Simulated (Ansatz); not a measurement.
A 2-atom cell of BeTe (F-43m) from a materials database, relaxed with r2SCAN: the symmetry is F-43m (No. 216, cubic); a = 5.657 Å in the conventional setting, 22.63 Å³ an atom. Be is surrounded by 4 Te at 2.45 Å; Te is surrounded by 4 Be at 2.45 Å. One-shot G0W0@PBE in the plane-wave code Ansatz on a 6×6×6 mesh (contour deformation, no spin-orbit coupling), from a PBE gap of 2.019 eV over the mesh points (the G0W0 gap is indirect on the mesh); the number N of bands summed and the screening cutoff rise together. The values are computed, spin-unpolarised, and not measurements.

```tsv
N	cutoff (eV)	1000/N	G0W0 gap (eV)
144	120	6.944	2.825
344	220	2.907	2.916
```

Lay a straight line in 1000/N through these rows.
The slope is -0.0225 eV per unit of 1000/N and the intercept 2.982 eV.

Predict the gap at N = 625 (300 eV).
2.982 + (-0.0225) × 1.600 = 2.946 eV; the run gives 2.945 eV, -0.001 eV from the line.

With that run's result added, what limit do the last two rows suggest?
Their slope is (2.945 − 2.916)/(1.600 − 2.907) = -0.0222, which meets 1/N = 0 at 2.98 eV, against 2.982 eV from the first line. The two lines nearly agree; the k mesh isn't extrapolated.

No spin-orbit coupling is included; it can move band edges with weight on the heavy atoms by tenths of an eV.
